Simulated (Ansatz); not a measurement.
Relaxed bulk GePt, space group Pnma (No. 62):

```
Ge Pt
1.0
     5.74060    0.00000    0.00000
     0.00000    3.70034    0.00000
     0.00000    0.00000    6.09244
Ge Pt
4 4
Direct
  0.81516 0.75000 0.58802
  0.18484 0.25000 0.41198
  0.68484 0.25000 0.08802
  0.31516 0.75000 0.91198
  0.99924 0.75000 0.19116
  0.00076 0.25000 0.80884
  0.50076 0.25000 0.69116
  0.49924 0.75000 0.30884
```

Computed with DFT PBEsol, scalar-relativistic, plane waves, PAW in Ansatz 0.2.0. Cutoff 420 eV, k spacing 0.19 to 0.25 Å⁻¹, dipole correction; no spin polarisation.

Slabs with different planes and terminations (top/bottom plane) are cut from it in 1×1 cells and relaxed. Each holds whole formula units counted by Ge and an excess Δn of Pt (negative: a deficit); ΔE is its energy over those formula units in the bulk and the excess in the standard state of Pt. The formation energy of GePt is -1.014 eV a formula unit (uncorrected), so Δμ(Pt) runs from -1.014 eV to 0 if no other compound intervenes.

```csv
slab,A (Å²),Δn(Pt),ΔE (eV)
"(010) GePt/GePt, Ge10Pt10",34.97,0,6.173
"(001) Ge/Ge, Ge8Pt8",21.24,0,3.622
"(101) GePt2/GePt2, Ge10Pt12",30.98,+2.00,5.387
"(001) Pt/Pt, Ge8Pt8",21.24,0,4.794
"(100) Pt/Ge, Ge8Pt8",22.54,0,4.315
```

(1) Work out each slab's surface energy at the Pt-rich and Pt-poor ends.

(2) Does the lowest surface change with the conditions?

Only the planes named were cut, so another facet can lie lower still. Reconstructions in larger cells weren't sought.

## Answers

(1) γ = [ΔE − Δn·Δμ(Pt)]/(2A) × 16.02 J/m² per eV/Å², the mean of both faces:

```csv
slab,Pt-rich (J/m²),Pt-poor (J/m²)
"(010) GePt/GePt, Ge10Pt10",1.41,1.41
"(001) Ge/Ge, Ge8Pt8",1.37,1.37
"(101) GePt2/GePt2, Ge10Pt12",1.39,1.92
"(001) Pt/Pt, Ge8Pt8",1.81,1.81
"(100) Pt/Ge, Ge8Pt8",1.53,1.53
```

(2) No: among these slabs (001) Ge/Ge, Ge8Pt8 is lowest at both ends, and since each γ is a straight line in Δμ, throughout the range.